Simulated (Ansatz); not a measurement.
The system is AlN.

```
Al N
1.0
     3.11300    0.00000    0.00000
    -1.55650    2.69594    0.00000
     0.00000    0.00000    4.98100
Al N
2 2
Cartesian
  1.5565 0.8986 2.4905
  0.0000 1.7973 0.0000
  1.5565 0.8986 4.3833
  0.0000 1.7973 1.8928
```

| Property | Result |
| --- | --- |
| Program | Ansatz 0.2.0 |
| Task | relaxation of cell and atoms |
| Functional | LC-wPBE |
| Potentials or basis | Ansatz PAW |
| Cutoff | 420 eV (not typed: the program's choice for these potentials) |
| k mesh | 5 × 5 × 3 |
| Occupations | fermi-dirac, width 0.05 eV |
| Spin | no spin polarisation |

At the start: volume 10.45 Å³/atom.

Task: How do energy, volume and symmetry change on relaxing?

Result: It ends after 8 steps and the volume is 10.27 Å³/atom (-1.8 %); space group P6_3mc (No. 186, to 0.05 Å).

The path:
```
step  energy change (eV)  largest force (eV/Å)  volume (Å³)
   1              0.0000                0.1315        41.80
   2             -0.0087                0.0990        41.41
   3             -0.0122                0.0313        41.06
   4             -0.0122                0.0029        41.08
   5             -0.0122                0.0007        41.08
   6             -0.0106                0.0009        41.08
   7             -0.0107                0.0000        41.07
   8             -0.0106                0.0000        41.07
```

Final structure:
```xyz
4
Lattice="3.0955 0.0000 0.0000 -1.5477 2.6808 0.0000 0.0000 0.0000 4.9488" Properties=species:S:1:pos:R:3 pbc="T T T"
Al    1.5477    0.8936    2.4688
Al    0.0000    1.7872   -0.0056
N     1.5477    0.8936    4.3606
N     0.0000    1.7872    1.8862
```

Caveat: the k mesh is coarse (spacing up to 0.47 Å⁻¹), so the values aren't converged, least of all with exact exchange; the plane-wave basis is chosen anew once the cell has moved, so the energies of steps on either side of that aren't comparable; the pressure holds a Pulay correction of +0.5 GPa for the finite cutoff; the PAW data sets come from PBE, with cores solved anew for the run's functional, which leaves a small shift of forces and pressure.
